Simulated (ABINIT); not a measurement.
# GaP (F-43m) in ABINIT: notebook

The runs below take GaP through single point, with PBE, LDA.

All numbers are computed with ABINIT 10.8.3 (patched build); they aren't measurements. Logs are shortened: lines on timing, memory, paths and dates and some standing lists are left out, and cuts for length are marked. The log counts tension as positive stress, the text compression.

**What was measured.**

“Stacking defects in GaP nanowires: Electronic structure and optical properties”, 2018, arxiv:1810.01194 quotes, for a bulk crystal of GaP at 10 K: band gap 2.34 eV (indirect).

The results are compared with them further down.

## (1) The structure

The structure is cubic, space group F-43m (No. 216). The conventional cell has a = 5.451 Å, b = 5.451 Å, c = 5.451 Å, α = 90.00°, β = 90.00°, γ = 90.00°. Around Ga (site symmetry -43m) lie 4 P at 2.36 Å. Around P (site symmetry -43m) lie 4 Ga at 2.36 Å.

## (2) Single point, PBE

Input file run.abi:

```
# Pseudopotentials
pp_dirpath "./"
pseudos "Ga.GGA_PBE-JTH.xml, P.GGA_PBE-JTH.xml"

# Structure
acell 3.8540855109 3.8540855109 3.8540855109 Angstrom
rprim
     0.0000000000     0.7071067812     0.7071067812
     0.7071067812     0.0000000000     0.7071067812
     0.7071067812     0.7071067812     0.0000000000
ntypat 2
znucl 31 15
natom 2
typat 1 2
xred
     0.0000000000     0.0000000000     0.0000000000
     0.7500000000     0.7500000000     0.7500000000

# Plane-wave basis
ecut 20.0
pawecutdg 40.0

# k points
kptopt 1
ngkpt 6 6 6
nshiftk 1
shiftk 0.0 0.0 0.0

# Exchange and correlation
ixc 11

# Bands and occupations
nband 13
occopt 3
tsmear 0.05 eV

# SCF cycle
nstep 100
tolvrs 1.0e-9

# Output
iomode 3
prtwf 0
prtden 0
prteig 0
prtebands 0
enunit 2
```

Potentials or basis: JTH PAW PBE v2.0.

Command:

```
> abinit run.abi > log 2>&1
```

run.abo:

```text
.Version 10.8.3 of ABINIT
 Symmetries : space group F-4 3 m (#216); Bravais cF (face-center cubic)
================================================================================
 Values of the parameters that define the memory need of the present run
     intxc =       0    ionmov =       0      iscf =      17    lmnmax =      18
     lnmax =       6     mgfft =      30  mpssoang =       3    mqgrid =    3001
     natom =       2  nloc_mem =       2    nspden =       1   nspinor =       1
    nsppol =       1      nsym =      24    n1xccc =       1    ntypat =       2
    occopt =       3   xclevel =       2
       mpw =        1175          nfft =       27000          nkpt =          16
 PAW method is used; the additional fine FFT grid is defined by:
   mgfftf=        45    nfftf =     91125
================================================================================
================================================================================

--------------------------------------------------------------------------------
------------- Echo of variables that govern the present computation ------------
--------------------------------------------------------------------------------
 -outvars: echo values of preprocessed input variables --------
            acell      7.2831660814E+00  7.2831660814E+00  7.2831660814E+00 Bohr
              amu      6.97230000E+01  3.09737620E+01
             ecut      2.00000000E+01 Hartree
           enunit           2
              ixc          11
         kptrlatt        6    0    0      0    6    0      0    0    6
          kptrlen      4.36989965E+01
            natom           2
            nband          13
            ngfft          30      30      30
          ngfftdg          45      45      45
             nkpt          16
            nstep         100
             nsym          24
           ntypat           2
           occopt           3
        pawecutdg      4.00000000E+01 Hartree
         pawxcdev           0
           prtden           0
        prtebands           0
           prteig           0
            prtwf           0
            rprim      0.0000000000E+00  7.0710678120E-01  7.0710678120E-01
                       7.0710678120E-01  0.0000000000E+00  7.0710678120E-01
                       7.0710678120E-01  7.0710678120E-01  0.0000000000E+00
          spgroup         216
           tolvrs      1.00000000E-09
           tsmear      1.83746611E-03 Hartree
            typat      1  2
           useylm           1
           xangst      0.0000000000E+00  0.0000000000E+00  0.0000000000E+00
                       4.0878750001E+00  4.0878750001E+00  4.0878750001E+00
            xcart      0.0000000000E+00  0.0000000000E+00  0.0000000000E+00
                       7.7249641872E+00  7.7249641872E+00  7.7249641872E+00
             xred      0.0000000000E+00  0.0000000000E+00  0.0000000000E+00
                       7.5000000000E-01  7.5000000000E-01  7.5000000000E-01
            znucl       31.00000   15.00000

================================================================================

 chkinp: Checking input parameters for consistency.

================================================================================
== DATASET  1 ==================================================================

--- !DatasetInfo
iteration_state: {dtset: 1, }
dimensions: {natom: 2, nkpt: 16, mband: 13, nsppol: 1, nspinor: 1, nspden: 1, mpw: 1175, }
cutoff_energies: {ecut:  20.0, pawecutdg:  40.0, }
electrons: {nelect:   1.80000000E+01, charge:   0.00000000E+00, occopt:   3.00000000E+00, tsmear:   1.83746611E-03, }
meta: {optdriver: 0, ionmov: 0, optcell: 0, iscf: 17, paral_kgb: 0, }
...

 Exchange-correlation functional for the present dataset will be:
  GGA: Perdew-Burke-Ernzerhof functional - ixc=11
  J.P.Perdew, K.Burke, M.Ernzerhof, PRL 77, 3865 (1996)

 Real(R)+Recip(G) space primitive vectors, cartesian coordinates (Bohr,Bohr^-1):
 R(1)=  0.0000000  5.1499761  5.1499761  G(1)= -0.0970878  0.0970878  0.0970878
 R(2)=  5.1499761  0.0000000  5.1499761  G(2)=  0.0970878 -0.0970878  0.0970878
 R(3)=  5.1499761  5.1499761  0.0000000  G(3)=  0.0970878  0.0970878 -0.0970878
 Unit cell volume ucvol=  2.7317795E+02 bohr^3
 Angles (23,13,12)=  6.00000000E+01  6.00000000E+01  6.00000000E+01 degrees

 Coarse grid specifications (used for wave-functions):

 getcut: wavevector=  0.0000  0.0000  0.0000  ngfft=  30  30  30
         ecut(hartree)=     20.000   => boxcut(ratio)=   2.04834

 Fine grid specifications (used for densities):

 getcut: wavevector=  0.0000  0.0000  0.0000  ngfft=  45  45  45
         ecut(hartree)=     40.000   => boxcut(ratio)=   2.12196

--- Pseudopotential description ------------------------------------------------
- pspini: atom type   1  psp file is ./Ga.GGA_PBE-JTH.xml
 Pseudopotential format is: paw10
[... 43 lines left out ...]
  sigma(3 3)= -8.75966020E-05  sigma(2 1)=  0.00000000E+00

--- !ResultsGS
iteration_state: {dtset: 1, }
comment   : Summary of ground state results
lattice_vectors:
- [  0.0000000,   5.1499761,   5.1499761, ]
- [  5.1499761,   0.0000000,   5.1499761, ]
- [  5.1499761,   5.1499761,   0.0000000, ]
lattice_lengths: [   7.28317,    7.28317,    7.28317, ]
lattice_angles: [ 60.000,  60.000,  60.000, ] # degrees, (23, 13, 12)
lattice_volume:   2.7317795E+02
convergence: {deltae: -4.144E-11, res2:  7.334E-10, residm:  1.018E-06, diffor: null, }
etotal    :  -8.57740757E+01
entropy   :   0.00000000E+00
fermie    :   2.18506552E-01
cartesian_stress_tensor: # hartree/bohr^3
- [ -8.75966020E-05,   0.00000000E+00,   0.00000000E+00, ]
- [  0.00000000E+00,  -8.75966020E-05,   0.00000000E+00, ]
- [  0.00000000E+00,   0.00000000E+00,  -8.75966020E-05, ]
pressure_GPa:   2.5772E+00
xred      :
- [  0.0000E+00,   0.0000E+00,   0.0000E+00, Ga]
- [  7.5000E-01,   7.5000E-01,   7.5000E-01,  P]
cartesian_forces: # hartree/bohr
- [ -2.04236780E-31,   6.12710340E-31,  -2.04236780E-31, ]
- [  2.04236780E-31,  -6.12710340E-31,   2.04236780E-31, ]
force_length_stats: {min:   6.77376767E-31, max:   6.77376767E-31, mean:   6.77376767E-31, }
...

 Integrated electronic density in atomic spheres:
 ------------------------------------------------
 Atom  Sphere_radius  Integrated_density
    1        2.10359         11.06890893
    2        1.60765          1.58908260

================================================================================

 ----iterations are completed or convergence reached----

 Mean square residual over all n,k,spin=   48.960E-10; max=  10.180E-07
 reduced coordinates (array xred) for    2 atoms
       0.000000000000      0.000000000000      0.000000000000
       0.750000000000      0.750000000000      0.750000000000
 rms dE/dt=  2.9750E-30; max dE/dt=  4.2073E-30; dE/dt below (all hartree)
    1      -0.000000000000      0.000000000000     -0.000000000000
    2       0.000000000000      0.000000000000      0.000000000000

 cartesian coordinates (angstrom) at end:
    1      0.00000000000000     0.00000000000000     0.00000000000000
    2      4.08787500012308     4.08787500012308     4.08787500012308

 cartesian forces (hartree/bohr) at end:
    1     -0.00000000000000     0.00000000000000    -0.00000000000000
    2      0.00000000000000    -0.00000000000000     0.00000000000000
 frms,max,avg= 3.9108366E-31 6.1271034E-31   0.000E+00  0.000E+00  0.000E+00 h/b

 cartesian forces (eV/Angstrom) at end:
    1     -0.00000000000000     0.00000000000000    -0.00000000000000
    2      0.00000000000000    -0.00000000000000     0.00000000000000
 frms,max,avg= 2.0110330E-29 3.1506832E-29   0.000E+00  0.000E+00  0.000E+00 e/A
 length scales=  7.283166081430  7.283166081430  7.283166081430 bohr
              =  3.854085510900  3.854085510900  3.854085510900 angstroms
 Fermi (or HOMO) energy (hartree) =   0.21851   Average Vxc (hartree)=  -0.34291
 Eigenvalues (hartree) for nkpt=  16  k points:
 kpt#   1, nband= 13, wtk=  0.00463, kpt=  0.0000  0.0000  0.0000 (reduced coord)
  -0.34574   -0.34574   -0.34574   -0.34217   -0.34217   -0.27029    0.18889    0.18889
   0.18889    0.25589    0.33163    0.33163    0.33163
      occupation numbers for kpt#   1
   2.00000    2.00000    2.00000    2.00000    2.00000    2.00000    2.00000    2.00000
   2.00000    0.00000    0.00000    0.00000    0.00000
 prteigrs : prtvol=0 or 1, do not print more k-points.

 Fermi (or HOMO) energy (eV) =   5.94587   Average Vxc (eV)=  -9.33105
 Eigenvalues (   eV  ) for nkpt=  16  k points:
 kpt#   1, nband= 13, wtk=  0.00463, kpt=  0.0000  0.0000  0.0000 (reduced coord)
  -9.40802   -9.40802   -9.40802   -9.31083   -9.31083   -7.35506    5.14003    5.14003
   5.14003    6.96318    9.02403    9.02403    9.02403
 prteigrs : prtvol=0 or 1, do not print more k-points.

--- !EnergyTerms
iteration_state     : {dtset: 1, }
comment             : Components of total free energy in Hartree
kinetic             :  7.45382439880464E+00
hartree             :  2.77264222690271E+01
xc                  : -3.88093254668936E+00
Ewald energy        : -4.82388119092084E+01
psp_core            :  1.58548868653613E+00
local_psp           : -7.21633778113473E+01
PAW spherical_terms :  1.74330486201184E+00
internal            : -8.57740820508653E+01
'-kT*entropy'       : -1.82343527396739E-10
total_energy        : -8.57740820510476E+01
total_energy_eV     : -2.33403167658552E+03
...

--- !EnergyTermsDC
iteration_state     : {dtset: 1, }
comment             : '"Double-counting" decomposition of free energy'
band_energy         : -3.43304821099915E+00
Ewald energy        : -4.82388119092084E+01
psp_core            :  1.58548868653613E+00
xc_dc               : -2.71423040364939E+01
PAW spherical_terms : -8.54540018512142E+00
internal            : -8.57740756552867E+01
'-kT*entropy'       : -1.82343527396739E-10
total_energy_dc     : -8.57740756554690E+01
total_energy_dc_eV  : -2.33403150255296E+03
...

--- !EnergyTermsWithPAWCore
iteration_state     : {dtset: 1, }
comment             : 'Components of total free energy, including PAW core contributions'
Total energy        : -2.28617303247466E+03
Total energy DC     : -2.28617302607908E+03
Total energy (eV)   : -6.22099374118136E+04
Total energy DC (eV): -6.22099372377810E+04
...

 Cartesian components of stress tensor (hartree/bohr^3)
  sigma(1 1)= -8.75966020E-05  sigma(3 2)=  0.00000000E+00
  sigma(2 2)= -8.75966020E-05  sigma(3 1)=  0.00000000E+00
  sigma(3 3)= -8.75966020E-05  sigma(2 1)=  0.00000000E+00

-Cartesian components of stress tensor (GPa)         [Pressure=  2.5772E+00 GPa]
- sigma(1 1)= -2.57718101E+00  sigma(3 2)=  0.00000000E+00
- sigma(2 2)= -2.57718101E+00  sigma(3 1)=  0.00000000E+00
- sigma(3 3)= -2.57718101E+00  sigma(2 1)=  0.00000000E+00

== END DATASET(S) ==============================================================
================================================================================

 -outvars: echo values of variables after computation  --------
            acell      7.2831660814E+00  7.2831660814E+00  7.2831660814E+00 Bohr
           etotal     -8.5774075655E+01
            fcart     -2.0423677990E-31  6.1271033970E-31 -2.0423677990E-31
                       2.0423677990E-31 -6.1271033970E-31  2.0423677990E-31
            rprim      0.0000000000E+00  7.0710678120E-01  7.0710678120E-01
                       7.0710678120E-01  0.0000000000E+00  7.0710678120E-01
                       7.0710678120E-01  7.0710678120E-01  0.0000000000E+00
           strten     -8.7596601979E-05 -8.7596601979E-05 -8.7596601979E-05
                       0.0000000000E+00  0.0000000000E+00  0.0000000000E+00
           xangst      0.0000000000E+00  0.0000000000E+00  0.0000000000E+00
                       4.0878750001E+00  4.0878750001E+00  4.0878750001E+00
             xred      0.0000000000E+00  0.0000000000E+00  0.0000000000E+00
                       7.5000000000E-01  7.5000000000E-01  7.5000000000E-01
 Calculation completed.
```

Run time: 9.9 s. Hardware: 1 thread of Arm Neoverse V1, shared host; peak memory 0.11 GiB.

Results:

* Free energy: -2334.0315 eV
* Pressure: 2.6 GPa
* Band gap on the k mesh: 1.65 eV, indirect (least direct gap 1.82 eV)
* Valence electrons inside the program's atomic spheres: Ga 11.07; P 1.59

## (3) Single point, LDA

run.abi: that of step 2 with these lines changed.

```diff
@@ -2,6 +2,6 @@
 pp_dirpath "./"
-pseudos "Ga.GGA_PBE-JTH.xml, P.GGA_PBE-JTH.xml"
+pseudos "Ga.LDA_PW-JTH.xml, P.LDA_PW-JTH.xml"
 
 # Structure
-acell 3.8540855109 3.8540855109 3.8540855109 Angstrom
+acell 7.2831660764 7.2831660764 7.2831660764
 rprim
@@ -29,3 +29,3 @@
 # Exchange and correlation
-ixc 11
+ixc 7
 
@@ -46,2 +46,3 @@
 prtebands 0
-enunit 2
+enunit 1
+prtvol 2
```

Potentials or basis: JTH PAW LDA v2.0.

Command:

```
> abinit run.abi > log 2>&1
```

run.abo:

```text
.Version 10.8.3 of ABINIT
 Symmetries : space group F-4 3 m (#216); Bravais cF (face-center cubic)
================================================================================
 Values of the parameters that define the memory need of the present run
     intxc =       0    ionmov =       0      iscf =      17    lmnmax =      18
     lnmax =       6     mgfft =      30  mpssoang =       3    mqgrid =    3001
     natom =       2  nloc_mem =       2    nspden =       1   nspinor =       1
    nsppol =       1      nsym =      24    n1xccc =       1    ntypat =       2
    occopt =       3   xclevel =       1
       mpw =        1175          nfft =       27000          nkpt =          16
 PAW method is used; the additional fine FFT grid is defined by:
   mgfftf=        45    nfftf =     91125
================================================================================
================================================================================

--------------------------------------------------------------------------------
------------- Echo of variables that govern the present computation ------------
--------------------------------------------------------------------------------
 -outvars: echo values of preprocessed input variables --------
            acell      7.2831660764E+00  7.2831660764E+00  7.2831660764E+00 Bohr
              amu      6.97230000E+01  3.09737620E+01
             ecut      2.00000000E+01 Hartree
           enunit           1
              ixc           7
         kptrlatt        6    0    0      0    6    0      0    0    6
          kptrlen      4.36989965E+01
[... 304 lines left out ...]
PAW spherical_terms : -8.59910258372409E+00
internal            : -8.60389120947653E+01
'-kT*entropy'       : -8.70585126270393E-10
total_energy_dc     : -8.60389120956359E+01
total_energy_dc_eV  : -2.34123806921836E+03
...

--- !EnergyTermsWithPAWCore
iteration_state     : {dtset: 1, }
comment             : 'Components of total free energy, including PAW core contributions'
Total energy        : -2.28229210261243E+03
Total energy DC     : -2.28229209985001E+03
Total energy (eV)   : -6.21043319303390E+04
Total energy DC (eV): -6.21043318551696E+04
...

 Cartesian components of stress tensor (hartree/bohr^3)
  sigma(1 1)=  9.33286612E-05  sigma(3 2)=  0.00000000E+00
  sigma(2 2)=  9.33286612E-05  sigma(3 1)=  0.00000000E+00
  sigma(3 3)=  9.33286612E-05  sigma(2 1)=  0.00000000E+00

-Cartesian components of stress tensor (GPa)         [Pressure= -2.7458E+00 GPa]
- sigma(1 1)=  2.74582401E+00  sigma(3 2)=  0.00000000E+00
- sigma(2 2)=  2.74582401E+00  sigma(3 1)=  0.00000000E+00
- sigma(3 3)=  2.74582401E+00  sigma(2 1)=  0.00000000E+00

== END DATASET(S) ==============================================================
================================================================================

 -outvars: echo values of variables after computation  --------
            acell      7.2831660764E+00  7.2831660764E+00  7.2831660764E+00 Bohr
           etotal     -8.6038912096E+01
            fcart     -0.0000000000E+00 -0.0000000000E+00 -0.0000000000E+00
                      -0.0000000000E+00 -0.0000000000E+00 -0.0000000000E+00
            rprim      0.0000000000E+00  7.0710678120E-01  7.0710678120E-01
                       7.0710678120E-01  0.0000000000E+00  7.0710678120E-01
                       7.0710678120E-01  7.0710678120E-01  0.0000000000E+00
           strten      9.3328661187E-05  9.3328661187E-05  9.3328661187E-05
                       0.0000000000E+00  0.0000000000E+00  0.0000000000E+00
           xangst      0.0000000000E+00  0.0000000000E+00  0.0000000000E+00
                       4.0878749973E+00  4.0878749973E+00  4.0878749973E+00
             xred      0.0000000000E+00  0.0000000000E+00  0.0000000000E+00
                       7.5000000000E-01  7.5000000000E-01  7.5000000000E-01
 Calculation completed.
```

Wall time 8 s (1 thread of Arm Neoverse V1, shared host); peak memory 0.11 GiB.

Results:

| Property | Result |
| --- | --- |
| Free energy | -2341.2381 eV |
| Pressure | -2.7 GPa |
| Band gap on the k mesh | 1.49 eV, indirect (least direct gap 1.60 eV) |
| Valence electrons inside the program's atomic spheres | Ga 11.09; P 1.60 |

## (4) Single point, PBE, spin-orbit coupling, no magnetisation

Input file run.abi:

```
# Pseudopotentials
pp_dirpath "./"
pseudos "Ga.upf, P.upf"

# Structure
acell 3*1.0 Angstrom
rprim
     0.0000000000     2.7252500000     2.7252500000
     2.7252500000     0.0000000000     2.7252500000
     2.7252500000     2.7252500000     0.0000000000
ntypat 2
znucl 31 15
natom 2
typat 1 2
xred
     0.0000000000     0.0000000000     0.0000000000
     0.7500000000     0.7500000000     0.7500000000

# Plane-wave basis
ecut 36.0

# k points
kptopt 1
ngkpt 6 6 6
nshiftk 1
shiftk 0.0 0.0 0.0

# Exchange and correlation
ixc 11

# Bands and occupations
nband 26
occopt 3
tsmear 0.00183747

# Spin
nspinor 2
nspden 1
so_psp 2*1

# SCF cycle
nstep 100
tolvrs 1.0e-10

# Output
iomode 3
prtwf 0
prteig 0
prtebands 0
enunit 2
prtvol 2
prtden 1
prtvha 1
prtvclmb 1
prtpot 1
```

Potentials or basis: PseudoDojo NC FR PBE v0.4 standard.

Command:

```
> abinit run.abi > log 2>&1
```

Run time: 2.2 min. Hardware: 1 thread of Arm Neoverse V1, shared host; peak memory 0.1 GiB.

It converged, with:

```yaml
Free_energy: -2269.8554 eV
Pressure: 1.7 GPa
Band_gap_on_the_k_mesh: 1.62 eV, indirect (least direct gap 1.79 eV)
Valence_electrons_inside_the_program's_atomic_spheres: Ga 10.83; P 2.79
```

Levels at points of the mesh, in eV from the valence-band top:
| k point | band 16 | band 17 | band 18 | band 19 | band 20 | band 21 |
| --- | --- | --- | --- | --- | --- | --- |
| (0.00, 0.00, 0.00) | 0.00 | 0.00 | 0.00 | 1.79 | 1.79 | 3.75 |
| (0.50, 0.00, 0.00) | -1.18 | -1.11 | -1.11 | 1.64 | 1.64 | 4.66 |
| (0.50, 0.50, 0.00) | -2.72 | -2.70 | -2.70 | 1.62 | 1.62 | 1.79 |

## (5) The runs side by side

```csv
level,potentials or basis,spin,cutoff (eV),fine-grid cutoff,gap on the mesh (eV),pressure (GPa)
PBE,JTH PAW PBE v2.0,off,544,1088.46 eV,1.65,2.6
LDA,JTH PAW LDA v2.0,off,544,1088.46 eV,1.49,-2.7
PBE,PseudoDojo NC FR PBE v0.4 standard,"SOC, no magnetisation",980,-,1.62,1.7
```

Alike in all rows: task single point; cell as given; k mesh 6 × 6 × 6; smearing fermi-dirac 0.05 eV.

Total energies depend on the potentials used, so only differences within one code and one set of settings carry meaning.

## (6) Comparison with measurements

Step 2. A measured gap of GaP is 2.34 eV (indirect; 10 K; quoted in “Stacking defects in GaP nanowires: Electronic structure and optical properties”, 2018, arxiv:1810.01194); the calculated 1.65 eV misses it by -0.69 eV. Spin-orbit coupling on Ga is left out. The value is that of PBE on a finite k mesh, which can miss the band edges, without temperature or zero-point motion. Semilocal functionals fall short of measured gaps as a rule.

Step 3. Measured gap of GaP: 2.34 eV (indirect; 10 K; quoted in “Stacking defects in GaP nanowires: Electronic structure and optical properties”, 2018, arxiv:1810.01194). This calculation gives 1.49 eV (-0.85 eV). Spin-orbit coupling on Ga is left out. The value is that of LDA on a finite k mesh, which can miss the band edges, without temperature or zero-point motion. Semilocal functionals fall short of measured gaps as a rule.

Step 4. Measured gap of GaP: 2.34 eV (indirect; 10 K; quoted in “Stacking defects in GaP nanowires: Electronic structure and optical properties”, 2018, arxiv:1810.01194). This calculation gives 1.62 eV (-0.72 eV). The value is that of PBE on a finite k mesh, which can miss the band edges, without temperature or zero-point motion. Semilocal functionals fall short of measured gaps as a rule.
